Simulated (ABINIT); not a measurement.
# GaP (F-43m) in ABINIT: further runs, part 2 of 2

ABINIT 10.8.3 (patched build).

## Step 3: Single point, r2SCAN

Contents of run.abi:

```
pp_dirpath "./"
pseudos "Ga.GGA_PBE-JTH.xml, P.GGA_PBE-JTH.xml"

acell 3*1.0 Angstrom
rprim
     0.0000000000     2.7252500000     2.7252500000
     2.7252500000     0.0000000000     2.7252500000
     2.7252500000     2.7252500000     0.0000000000
ntypat 2
znucl 31 15
natom 2
typat 1 2
xred
     0.0000000000     0.0000000000     0.0000000000
     0.7500000000     0.7500000000     0.7500000000

ecut 24.0
pawecutdg 46.0

kptopt 1
ngkpt 6 6 6
nshiftk 1
shiftk 0.0 0.0 0.0

ixc -497498
usekden 1
pawxcdev 0

nband 13
occopt 3
tsmear 0.05 eV

nstep 100
tolvrs 1.0e-7

iomode 3
prtwf 0
prteig 0
prtebands 0
enunit 2
prtden 1
prtvha 1
prtvclmb 1
prtpot 1
```

Potentials or basis: JTH PAW PBE v2.0.

The run is started by

```
> abinit run.abi > log 2>&1
```

run.abo:

```text
.Version 10.8.3 of ABINIT
 Symmetries : space group F-4 3 m (#216); Bravais cF (face-center cubic)
================================================================================
 Values of the parameters that define the memory need of the present run
     intxc =       0    ionmov =       0      iscf =      17    lmnmax =      18
     lnmax =       6     mgfft =      36  mpssoang =       3    mqgrid =    3001
     natom =       2  nloc_mem =       2    nspden =       1   nspinor =       1
    nsppol =       1      nsym =      24    n1xccc =       1    ntypat =       2
    occopt =       3   xclevel =       2
       mpw =        1544          nfft =       46656          nkpt =          16
 PAW method is used; the additional fine FFT grid is defined by:
   mgfftf=        48    nfftf =    110592
================================================================================
================================================================================

--------------------------------------------------------------------------------
------------- Echo of variables that govern the present computation ------------
--------------------------------------------------------------------------------
 -outvars: echo values of preprocessed input variables --------
            acell      1.8897261259E+00  1.8897261259E+00  1.8897261259E+00 Bohr
              amu      6.97230000E+01  3.09737620E+01
             ecut      2.40000000E+01 Hartree
           enunit           2
              ixc     -497498
         kptrlatt        6    0    0      0    6    0      0    0    6
          kptrlen      4.36989965E+01
            natom           2
            nband          13
            ngfft          36      36      36
          ngfftdg          48      48      48
             nkpt          16
            nstep         100
             nsym          24
           ntypat           2
           occopt           3
        pawecutdg      4.60000000E+01 Hartree
         pawxcdev           0
        prtebands           0
           prteig           0
          prtkden           1
           prtpot           1
         prtvclmb           1
           prtvha           1
            prtwf           0
            rprim      0.0000000000E+00  2.7252500000E+00  2.7252500000E+00
                       2.7252500000E+00  0.0000000000E+00  2.7252500000E+00
                       2.7252500000E+00  2.7252500000E+00  0.0000000000E+00
[... 173 lines left out ...]
      occupation numbers for kpt#   1
   2.00000    2.00000    2.00000    2.00000    2.00000    2.00000    2.00000    2.00000
   2.00000    0.00000    0.00000    0.00000    0.00000
 prteigrs : prtvol=0 or 1, do not print more k-points.

 Fermi (or HOMO) energy (eV) =   5.89301   Average Vxc (eV)=  -9.79462
 Eigenvalues (   eV  ) for nkpt=  16  k points:
 kpt#   1, nband= 13, wtk=  0.00463, kpt=  0.0000  0.0000  0.0000 (reduced coord)
 -10.02308  -10.02308  -10.02308   -9.90633   -9.90633   -8.08522    4.93747    4.93747
   4.93747    7.29907    9.14145    9.14145    9.14145
 prteigrs : prtvol=0 or 1, do not print more k-points.

--- !EnergyTerms
iteration_state     : {dtset: 1, }
comment             : Components of total free energy in Hartree
kinetic             :  7.41010402784953E+00
hartree             :  2.77984177102220E+01
xc                  : -3.66119803618035E+00
Ewald energy        : -4.82388119106609E+01
psp_core            :  1.58548868667935E+00
local_psp           : -7.22127673573722E+01
PAW spherical_terms :  1.05060989458155E+01
internal            : -7.68126679336471E+01
'-kT*entropy'       : -1.05694447001302E-11
total_energy        : -7.68126679336577E+01
total_energy_eV     : -2.09017917572704E+03
...

--- !EnergyTermsDC
iteration_state     : {dtset: 1, }
comment             : '"Double-counting" decomposition of free energy'
band_energy         : -3.77063184010150E+00
Ewald energy        : -4.82388119106609E+01
psp_core            :  1.58548868667935E+00
xc_dc               : -2.70118468410469E+01
PAW spherical_terms :  6.23178255326469E-01
internal            : -7.68126236498035E+01
'-kT*entropy'       : -1.05694447001302E-11
total_energy_dc     : -7.68126236498141E+01
total_energy_dc_eV  : -2.09017797070227E+03
...

--- !EnergyTermsWithPAWCore
iteration_state     : {dtset: 1, }
comment             : 'Components of total free energy, including PAW core contributions'
Total energy        : -2.28657516008527E+03
Total energy DC     : -2.28657511580143E+03
Total energy (eV)   : -6.22208798615461E+04
Total energy DC (eV): -6.22208786565213E+04
...

 Cartesian components of stress tensor (hartree/bohr^3)
  sigma(1 1)=  7.45829261E-06  sigma(3 2)=  0.00000000E+00
  sigma(2 2)=  7.45829261E-06  sigma(3 1)=  0.00000000E+00
  sigma(3 3)=  7.45829261E-06  sigma(2 1)=  0.00000000E+00

-Cartesian components of stress tensor (GPa)         [Pressure= -2.1943E-01 GPa]
- sigma(1 1)=  2.19430544E-01  sigma(3 2)=  0.00000000E+00
- sigma(2 2)=  2.19430544E-01  sigma(3 1)=  0.00000000E+00
- sigma(3 3)=  2.19430544E-01  sigma(2 1)=  0.00000000E+00

== END DATASET(S) ==============================================================
================================================================================

 -outvars: echo values of variables after computation  --------
            acell      1.8897261259E+00  1.8897261259E+00  1.8897261259E+00 Bohr
           etotal     -7.6812623650E+01
            fcart      0.0000000000E+00 -1.6731077010E-27  0.0000000000E+00
                       1.7936620343E-43  1.6731077010E-27 -3.5873240687E-43
            rprim      0.0000000000E+00  2.7252500000E+00  2.7252500000E+00
                       2.7252500000E+00  0.0000000000E+00  2.7252500000E+00
                       2.7252500000E+00  2.7252500000E+00  0.0000000000E+00
           strten      7.4582926067E-06  7.4582926067E-06  7.4582926067E-06
                       0.0000000000E+00  0.0000000000E+00  0.0000000000E+00
           xangst      0.0000000000E+00  0.0000000000E+00  0.0000000000E+00
                       4.0878750000E+00  4.0878750000E+00  4.0878750000E+00
             xred      0.0000000000E+00  0.0000000000E+00  0.0000000000E+00
                       7.5000000000E-01  7.5000000000E-01  7.5000000000E-01
 Calculation completed.
```

Run time: 45 s. Hardware: 1 thread of Arm Neoverse V1, shared host; peak memory 0.15 GiB.

Results:

| Quantity | Value |
| --- | --- |
| Free energy | -2090.1780 eV |
| Pressure | -0.2 GPa |
| Band gap on the k mesh | 1.93 eV, indirect (least direct gap 2.36 eV) |
| Valence electrons inside the program's atomic spheres | Ga 11.07; P 1.56 |

Caveat: totals of a meta-GGA on PAW files have another zero than those of a GGA; the PAW data sets were made with another functional, which shifts forces and pressure a little.

## Step 4: Comparison with measurements

Step 2. A measured gap of GaP is 2.34 eV (indirect; 10 K; quoted in “Stacking defects in GaP nanowires: Electronic structure and optical properties”, 2018, arxiv:1810.01194); the calculated 1.88 eV misses it by -0.46 eV. Spin-orbit coupling on Ga is left out. The value is that of r2SCAN on a finite k mesh, which can miss the band edges, without temperature or zero-point motion.

Step 3. A measured gap of GaP is 2.34 eV (indirect; 10 K; quoted in “Stacking defects in GaP nanowires: Electronic structure and optical properties”, 2018, arxiv:1810.01194); the calculated 1.93 eV misses it by -0.41 eV. Spin-orbit coupling on Ga is left out. The value is that of r2SCAN on a finite k mesh, which can miss the band edges, without temperature or zero-point motion.
